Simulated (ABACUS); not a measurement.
# Pb (Fm-3m) in ABACUS: settings compared, part 2 of 2

ABACUS 3.10.1.

### Step 5. Relaxation of cell and atoms, LDA-PW92

Input file INPUT:

```
INPUT_PARAMETERS
suffix              Pb
calculation         cell-relax
basis_type          pw
pseudo_dir          ./
symmetry            1
dft_functional      LDA_X+LDA_C_PW
ecutwfc             89
pseudo_rcut         10
nspin               1
nbands              15
ks_solver           dav
smearing_method     fd
smearing_sigma      0.00367493
scf_thr             1e-08
scf_nmax            100
mixing_type         broyden
mixing_beta         0.7
cal_force           1
cal_stress          1
relax_nmax          60
force_thr_ev        0.01
relax_method        cg
out_stru            1
stress_thr          1
kpar                4
```

Input file STRU:

```
ATOMIC_SPECIES
Pb 207.2000 Pb.upf

LATTICE_CONSTANT
1.8897261246

LATTICE_VECTORS
0.0000000000 2.4750200000 2.4750200000
2.4750200000 0.0000000000 2.4750200000
2.4750200000 2.4750200000 0.0000000000

ATOMIC_POSITIONS
Direct

Pb
0.0
1
0.0000000000 0.0000000000 0.0000000000 1 1 1
```

Input file KPT:

```
K_POINTS
0
Gamma
7 7 7 0 0 0
```

Potentials or basis: PseudoDojo NC SR 0.4.1 LDA stringent, plane waves.

Run with:

```bash
$ OMP_NUM_THREADS=1 mpirun -np 4 abacus > log
```

running log:

```text
ABACUS v3.10.1

               Atomic-orbital Based Ab-initio Computation at UStc

 ------------------------------------------------------------------------------------

 READING GENERAL INFORMATION
                           global_out_dir = OUT.Pb/
                           global_in_card = INPUT
                               pseudo_dir = ./
                              orbital_dir =
                                    DSIZE = 4
                                    GSIZE = 1

 READING UNITCELL INFORMATION
                                    ntype = 1
                  lattice constant (Bohr) = 1.88973
              lattice constant (Angstrom) = 1

 READING ATOM TYPE 1
                               atom label = Pb
                      L=0, number of zeta = 1
                      L=1, number of zeta = 1
                      L=2, number of zeta = 1
             number of atom for this type = 1

                        TOTAL ATOM NUMBER = 1
DIRECT COORDINATES
    atom                   x                   y                   z     mag                  vx                  vy                  vz
taud_Pb1            0.0000000000        0.0000000000        0.0000000000  0.0000        0.0000000000        0.0000000000        0.0000000000

                          Volume (Bohr^3) = 204.627
                             Volume (A^3) = 30.3225

 Lattice vectors: (Cartesian coordinate: in unit of a_0)
                   +0            +2.47502            +2.47502
[... 381 lines left out ...]
DIRECT COORDINATES
    atom                   x                   y                   z     mag                  vx                  vy                  vz
taud_Pb1            0.0000000000        0.0000000000        0.0000000000  0.0000        0.0000000000        0.0000000000        0.0000000000

                          Volume (Bohr^3) = 197.997339
                             Volume (A^3) = 29.340143
[... 10 lines left out ...]
 -------------------------------------------
 STEP OF RELAXATION : 3
 -------------------------------------------

[... set-up of the moved cell ...]

 PW ALGORITHM --------------- ION=   3  ELEC=   1--------------------------------
 Notice: Threshold on eigenvalues was too large.
 hsover_error=0.220000 > DRHO=0.000011
 Origin diag ethr = 0.010000
 New diag ethr = 0.000000

 Density error is 0.000003929410
                          Error Threshold = 0.000000050826
----------------------------------------------------------
     Energy           Rydberg                 eV
----------------------------------------------------------
 E_KohnSham     -419.4258487699      -5706.5814317574
 E_Harris       -419.4170898533      -5706.4622605833
 E_Fermi        1.0012865395         13.6232022674
----------------------------------------------------------

[... 2 further cycles ...]
 PW ALGORITHM --------------- ION=   3  ELEC=   4--------------------------------

 Density error is 0.000000000448
                          Error Threshold = 0.000000000105
----------------------------------------------------------
     Energy           Rydberg                 eV
----------------------------------------------------------
 E_KohnSham     -419.4258490290      -5706.5814352826
 E_KS(sigma->0) -419.4257274564      -5706.5797812023
 E_Harris       -419.4257464219      -5706.5800392414
 E_band         -48.3000810619       -657.1563163037
 E_one_elec     -222.9199699786      -3032.9817896973
 E_Hartree      110.7678825987       1507.0743587378
 E_xc           -67.4278634013       -917.4031462231
 E_Ewald        -239.8456551027      -3263.2675499394
 E_entropy(-TS) -0.0002431452        -0.0033081607
 E_descf        0.0000000000         0.0000000000
[... 112 lines left out ...]
 Largest gradient in stress is 0.261184 kbar.
 Threshold is 1.000000 kbar.

 Relaxation is converged!

 --------------------------------------------
 !FINAL_ETOT_IS -5706.5814352826455433 eV
 --------------------------------------------
```

Wall time 6.9 s (4 MPI ranks of Intel Xeon Platinum 8488C (Sapphire Rapids), shared host); peak memory 0.36 GiB.

Results:

```
Free energy                            : -5706.5814 eV
Relaxed volume                         : 29.34 Å³/atom
Relaxed cell                           : a = 3.462 Å, b = 3.462 Å, c = 3.462 Å, α = 60.00°, β = 60.00°, γ = 60.00°
Space group after relaxing (to 0.05 Å) : Fm-3m (No. 225)
Energy gained by relaxing              : 4.9 meV/atom
Ionic steps                            : 3
Pressure after relaxing                : 0.0 GPa
Band gap on the k mesh                 : none (metal or under the smearing width)
```

Step by step:
| step | energy change (eV) | largest force (eV/Å) | pressure (GPa) | volume (Å³) |
| --- | --- | --- | --- | --- |
| 1 | 0.0000 | 0.0000 | -1.53 | 30.32 |
| 2 | -0.0043 | 0.0000 | 0.59 | 29.02 |
| 3 | -0.0049 | 0.0000 | 0.03 | 29.34 |

Final structure:
```cif
data_structure
_symmetry_space_group_name_H-M 'P 1'
_symmetry_Int_Tables_number 1
_cell_length_a 3.4620
_cell_length_b 3.4620
_cell_length_c 3.4620
_cell_angle_alpha 60.000
_cell_angle_beta 60.000
_cell_angle_gamma 60.000
_cell_volume 29.34
loop_
_atom_site_label
_atom_site_type_symbol
_atom_site_fract_x
_atom_site_fract_y
_atom_site_fract_z
_atom_site_occupancy
Pb1 Pb 0.00000 0.00000 0.00000 1
```

### Step 6. The runs side by side

```csv
task,level,potentials or basis,cell,cutoff (eV),max steps of the relaxation,force threshold,optimiser,stress threshold,gap on the mesh (eV),pressure (GPa),relaxed volume (Å³/atom)
single point,PBEsol,"SPMS ONCV 1.0 PBE, plane waves",as given,857,-,-,-,-,none,-0.1,-
relaxation of cell and atoms,PBEsol,"SPMS ONCV 1.0 PBE, plane waves",relaxed,857,60,0.005 eV/Å,cg,0.5 kbar,none,0.0,30.25
single point,LDA-PW92,"PseudoDojo NC SR 0.4.1 LDA stringent, plane waves",as given,1211,-,-,-,-,none,-1.5,-
relaxation of cell and atoms,LDA-PW92,"PseudoDojo NC SR 0.4.1 LDA stringent, plane waves",relaxed,1211,60,0.01 eV/Å,cg,1 kbar,none,0.0,29.34
```

Alike in all rows: no spin polarisation; k mesh 7 × 7 × 7; smearing fermi-dirac 0.05 eV.

Caveats: the potentials were made for another functional, which shifts forces and pressure (some runs).

Total energies depend on the potentials used, so only differences within one code and one set of settings carry meaning.

### Step 7. How close it comes

Step 5. The cell as given is a measured one (30.32 Å³/atom); LDA-PW92 puts the equilibrium volume -3.2 % from it, thermal expansion not counted.
